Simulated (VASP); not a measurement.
Here is a VASP 6.6.1 calculation.

INCAR

```
SYSTEM = Al
ALGO = Normal
EDIFF = 1E-6
ENCUT = 520
GGA = PS
ISIF = 2
ISMEAR = -1
LASPH = .TRUE.
LCHARG = .FALSE.
LREAL = Auto
LWAVE = .FALSE.
NBANDS = 38
NELM = 100
PREC = Accurate
SIGMA = 0.15
```

File KPOINTS:

```
k-points
0
G
  3 3 1
  0 0 0
```

File POSCAR:

```
Al
1.0
    5.7275650000      0.0000000000      0.0000000000
    0.0000000000      5.7275650000      0.0000000000
    0.0000000000      0.0000000000     17.0750000000
Al
16
Direct
    0.2500015277      0.2500015277      0.0585651537
    0.7500045831      0.2500015277      0.0585651537
    0.2500015277      0.7500045831      0.0585651537
    0.7500045831      0.7500045831      0.0585651537
    0.0646871751     -0.0301873484      0.1839180088
    0.5490465844      0.0150674850      0.1899443631
   -0.0027411300      0.4926177180      0.1781083455
    0.5540748992      0.4922336106      0.1872972182
    0.4073633385      0.2085004710      0.3450600293
    0.9785310162      0.1780163123      0.3129019034
    0.3448236729      0.7252645758      0.2883221083
    0.8622686953      0.6935233385      0.3159238653
    0.1804431726     -0.1290426211      0.4391859444
    0.6983072213      0.0045394509      0.4359238653
    0.1861698645      0.3669622257      0.4640995608
    0.7168840511      0.4426139206      0.4265417277
```

Potentials or basis: VASP PAW PBE potentials, release 64 (Al).

Command:

```console
$ cat potpaw_PBE.64/Al/POTCAR > POTCAR
$ mpirun -np 1 vasp_std > vasp.out
```

Q: Estimate the band gap on the k mesh.

A: None (metal or under the smearing width).

Q: Estimate the largest force.

A: 1.714 eV/Å.

Forces in eV/Å, atoms in the order of the input:
```
Al   0.180  0.024  0.515
Al  -0.012 -0.100  0.327
Al   0.275 -0.139  0.274
Al  -0.042  0.142  0.432
Al  -0.536  0.262 -0.683
Al   0.401 -0.030 -0.356
Al   1.167 -0.373 -0.173
Al  -0.620 -0.368 -0.570
Al   0.857 -0.055 -1.483
Al  -1.265  0.503  0.600
Al  -0.454  0.132  1.413
Al   0.145  0.464 -0.560
Al   0.096 -0.161 -0.260
Al   0.406 -1.374  0.143
Al  -0.369  0.349 -0.185
Al  -0.229  0.723  0.567
```

Caveat: the k mesh is coarse (spacing up to 0.37 Å⁻¹), so the values aren't converged; the PAW data sets were made with another functional, which shifts forces and pressure a little.
